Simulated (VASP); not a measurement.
# CdS: G0W0 on PBE, by tags set and frequency points

CdS, Fm-3m (no. 225), 2 atoms in the cell. PBE, GW; PAW potentials Cd_GW, S_GW (PBE set).

| Tags set | Frequency points | Quasiparticle gap on the mesh (eV) | Gap of the starting point on the mesh (eV) | Quasiparticle gap at the zone centre (eV) | Starting gap at the zone centre (eV) | Correction of the gap between the band edges on the mesh (eV) | Time (s) |
|---|---|---|---|---|---|---|---|
| NOMEGA = 48, OMEGAMAX left out | 48 | 0.78 | 0.21 | 2.09 | 1.52 | 0.57 | 56 |
| NOMEGA = 48, OMEGAMAX = 30 | 48 | 0.90 | 0.21 | 2.20 | 1.52 | 0.69 | 50 |
| NOMEGA = 96, OMEGAMAX left out | 96 | 0.81 | 0.21 | 2.12 | 1.52 | 0.60 | 54 |
| NOMEGA = 96, OMEGAMAX = 30 | 96 | 0.83 | 0.21 | 2.13 | 1.52 | 0.63 | 51 |
| NOMEGA = 96, OMEGAMAX = 20 | 96 | 0.82 | 0.21 | 2.12 | 1.52 | 0.61 | 54 |
| NOMEGA = 96, OMEGAMAX = 60 | 96 | 0.90 | 0.21 | 2.20 | 1.52 | 0.70 | 52 |
| NOMEGA = 200, OMEGAMAX left out | 200 | 0.83 | 0.21 | 2.12 | 1.52 | 0.62 | 57 |
| NOMEGA = 200, OMEGAMAX = 30 | 200 | 0.82 | 0.21 | 2.12 | 1.52 | 0.62 | 60 |

Limits: the mesh is coarse: the screening isn't converged, and the gap may still move by about 0.1 eV.

## Input of the first row

INCAR.step1:
```
SYSTEM = CdS
ALGO = Normal
EDIFF = 1E-8
ENCUT = 300
GGA = PE
ISMEAR = 0
KPAR = 4
LASPH = .TRUE.
LCHARG = .FALSE.
LREAL = .FALSE.
LWAVE = .TRUE.
NELM = 150
PREC = Accurate
SIGMA = 0.05
```

INCAR.step2, as INCAR.step1 but for:
```
- ALGO = Normal
- NELM = 150
+ ALGO = Exact
+ ISTART = 1
+ LOPTICS = .TRUE.
+ NBANDS = 200
+ NELM = 1
```

INCAR.step3:
```
SYSTEM = CdS
ALGO = EVGW0
ENCUT = 300
ENCUTGW = 160
GGA = PE
ISMEAR = 0
ISTART = 1
KPAR = 4
LASPH = .TRUE.
LCHARG = .FALSE.
LREAL = .FALSE.
LWAVE = .FALSE.
NBANDS = 200
NBANDSGW = 13
NELMGW = 1
NOMEGA = 48
PREC = Accurate
PRECFOCK = Fast
SIGMA = 0.05
```

KPOINTS:
```
k-points
0
Gamma
  4 4 4
```

POSCAR:
```
CdS
1.0
    0.0000000000      2.7532440000      2.7532440000
    2.7532440000      0.0000000000      2.7532440000
    2.7532440000      2.7532440000      0.0000000000
Cd S
1 1
Direct
    0.0000000000      0.0000000000      0.0000000000
    0.5000000000      0.5000000000      0.5000000000
```

Commands (each step's output is kept before the next begins):
```
cat potpaw_PBE.64/Cd_GW/POTCAR potpaw_PBE.64/S_GW/POTCAR > POTCAR
cp INCAR.step1 INCAR
mpirun -np 4 vasp_std > vasp.out
cp INCAR.step2 INCAR
mpirun -np 4 vasp_std > vasp.out
cp INCAR.step3 INCAR
mpirun -np 4 vasp_std > vasp.out
```

Changes of the last row against the first:
```
(step 3)
- NOMEGA = 48
+ NOMEGA = 200
+ OMEGAMAX = 30
```

VASP 6.6.1 took 56 s on 4 cores (Intel Xeon Platinum 8488C (Sapphire Rapids)), a shared host.
